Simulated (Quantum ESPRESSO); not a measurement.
# Ti3Al under changes of volume

One of the cells (17.120 Å³/atom); the others are scaled copies at fixed shape and fractional positions:

```
Ti Al
1.0
     2.92754    0.00000    0.00000
    -1.46377    2.53533    0.00000
     0.00000    0.00000    9.22636
Ti Al
3 1
Direct
  0.33333 0.66667 0.24941
  0.33333 0.66667 0.75059
  0.66667 0.33333 0.00000
  0.66667 0.33333 0.50000
```

The cell comes from a database or a generator and needn't be the stable form of this composition.

- Program: Quantum ESPRESSO 7.5
- Functional: PBEsol
- Potentials or basis: GBRV 1.5 PBEsol
- Cutoff: 612 eV
- Density cutoff: 4898 eV
- k mesh: 10 × 10 × 3
- Occupations: fermi-dirac, width 0.05 eV
- Spin: no spin polarisation

| volume (Å³/atom) | energy over the lowest point (meV/atom) | pressure (GPa) | largest force (eV/Å) |
| --- | --- | --- | --- |
| 16.093 | 5.15 | 3.8 | 0.044 |
| 16.435 | 0.00 | 1.1 | 0.056 |
| 16.778 | 0.27 | -1.3 | 0.067 |
| 17.120 | 5.45 | -3.5 | 0.079 |
| 17.463 | 15.08 | -5.5 | 0.090 |
| 17.805 | ? | ? | ? |
| 18.147 | 46.09 | -8.9 | 0.112 |

Problem. What does the run at 17.805 Å³/atom give?

Solution. Energy over the lowest point 28.75 meV/atom; pressure -7.2 GPa; largest force 0.101 eV/Å.

Worked out: A Birch-Murnaghan fit of order 3 (a polynomial in V^(-2/3)) to the other rows has its minimum at 16.59 Å³/atom with B0 = V·E''(V) = 117 GPa and B' = 3.7 at fixed shape and positions, which overstates the stiffness. It gives 28.75 meV/atom at 17.805 Å³/atom, against the run's 28.75, and -dE/dV = -7.3 GPa, against -7.2.

Energies are extrapolated to zero smearing.
